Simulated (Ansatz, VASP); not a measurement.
**One calculation of Tl, two programs**

The input INCAR:

```
SYSTEM = Tl
PREC = Accurate ; ENCUT = 520
EDIFF = 1E-6 ; ISMEAR = -1
SIGMA = 0.1 ; LREAL = .False.
LASPH = .True. ; NELM = 100
ALGO = Normal ; ISIF = 2
LWAVE = .False. ; LCHARG = .False.
GGA = PS ; NBANDS = 12
```

KPOINTS

```
Automatic mesh
0
Gamma
  13 13 13
  0 0 0
```

File POSCAR:

```
Tl
1.0
   -1.9518615044      1.9518615044      1.9518615044
    1.9518615044     -1.9518615044      1.9518615044
    1.9518615044      1.9518615044     -1.9518615044
Tl
1
Direct
    0.0000000000      0.0000000000      0.0000000000
```

Input for Ansatz:

```yaml
crystal:
  lattice:
    - [-1.9518615044, 1.9518615044, 1.9518615044]
    - [1.9518615044, -1.9518615044, 1.9518615044]
    - [1.9518615044, 1.9518615044, -1.9518615044]
  atoms:
    - { symbol: Tl, position: [0.0, 0.0, 0.0] }
hamiltonian:
  xc: pbesol
  pseudopotentials:
    kind: paw
    azcp:
      Tl: "pseudopotentials/Tl.paw.azcp"
basis:
  ecutwfc: 420
  fft_grid_basis: typed
kpoints:
  mp_grid: { grid: [13, 13, 13], shift: [0, 0, 0] }
magnetization:
  spin_polarized: false
scf:
  occupations: { method: fermi_dirac, width: 0.1 }
  lower_state_search: "off"
output:
  stress: true
```

Alike in both runs: task single point; functional PBEsol; k mesh 13 × 13 × 13; occupations fermi-dirac, width 0.1 eV; no spin polarisation.

|  | VASP | Ansatz |
| --- | --- | --- |
| version | VASP 6.6.1 | Ansatz 0.2.0 |
| potentials or method | VASP PAW PBE potentials, release 64 (Tl_d) | plane waves (420 eV) with PAW, scalar-relativistic |
| plane-wave cutoff (eV) | 520 | 420 |
| valence electrons in the cell | 13 | 13 |

```tsv
	VASP	Ansatz	Ansatz less VASP
pressure (GPa)	-1.3	-1.3	+0.06
```

Ansatz warned: «pseudo_functional_mismatch».

Caveats: the PAW data sets were made with another functional, which shifts forces and pressure a little (VASP). The runs have no spin-orbit coupling, so splittings on Tl are missing.
